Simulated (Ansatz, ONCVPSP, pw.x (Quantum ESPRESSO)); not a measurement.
gallium (Ga): one change to the ONCV potential, in the atom and in the fcc crystal

* Element: gallium
* Generator: ONCVPSP 4.0.1.1 (patched build)
* Type: optimised norm-conserving Vanderbilt (ONCV)
* Functional: PBE
* Relativity: scalar-relativistic
* Frozen core: [Ar] 3d10
* Valence charge: 3
* Reference configuration: 4s2 4p1
* Partial waves: 4s: rc 1.90 bohr, ncon 5, nbas 9, qcut 4.1 1/bohr, 2 projectors, debl 2.6 Ha; 4p: rc 2.85 bohr, ncon 4, nbas 7, qcut 3.3 1/bohr, 3 projectors, debl 3.4 Ha
* Local potential: polynomial inside 1.40 bohr (lpopt 4, dvloc0 0 Ha)
* Core correction: none

Change: core correction Teter function fitted to the true core (icmod 2), fcfact 0.5.

Cutoffs, loose and tight: the cutoffs (Ha) at which the residual kinetic energy of the hardest occupied pseudo-wave falls to 1 and 0.1 mHa per electron. They do not see the model core or the augmentation charge, which bear on the density cutoff. Test errors are all-electron minus pseudo excitation energies from the reference, over the configurations 4s2 4p0; 4s1 4p0; 4s2 4p0.5; 4s1 4p2; variants that change the core or the reference have their own tests.

Crystal test: fcc Ga in pw.x 7.5, no spin, 13³ k-points, Fermi–Dirac smearing 0.01 Ry, cutoffs set for each file from its atomic test. The reference is all-electron LAPW (Ansatz 0.2.0) with the same functional, mesh and smearing; V0 and B0 come from Birch–Murnaghan fits to the pressures at five volumes. Errors are pseudo minus all-electron; Δ is the rms difference of the E(V) curves that follow from these fits, minima aligned, over ±6 % about the mean V0. Mesh and smearing are coarse, so the numbers serve the comparison and aren't converged zero-temperature values; the lattice is a test structure that the element need not adopt.

All-electron: a0 = 4.236 Å (V0 = 19.00 Å³/atom), B0 = 48.8 GPa.

Task: Does the change bring the crystal closer to the all-electron result?

Result: The mean pressure error goes from -14.40 to -16.54 GPa, so the change moves the solid further from the all-electron pressures. Neither pressure curve crosses zero within the volumes sampled, so no fits are given.

```
                       quantity       base    changed
                 outcome (atom)  generated  generated
           cutoff, loose (atom)     7.4 Ha     7.4 Ha
           cutoff, tight (atom)      15 Ha      15 Ha
            bound ghosts (atom)       none       none
largest test error (meV) (atom)        +45       -147
           cutoffs in pw.x (Ry)     40/160     50/200
      mean pressure error (GPa)     -14.40     -16.54
```

Base: This is a poor potential for the solid. The atomic tests give no hint of an error of this size, and its cause was not traced. The pseudo pressure rises with volume over part of the range, a mechanical instability. The cutoffs count occupied waves only; projector 2 of the p channel, the hardest unoccupied one, needs 21 Ha at the loose tolerance. Changed file: This is a poor potential for the solid. The pseudo pressure rises with volume over the whole range, a mechanical instability. The cutoffs count occupied waves only; projector 2 of the p channel, the hardest unoccupied one, needs 21 Ha at the loose tolerance.
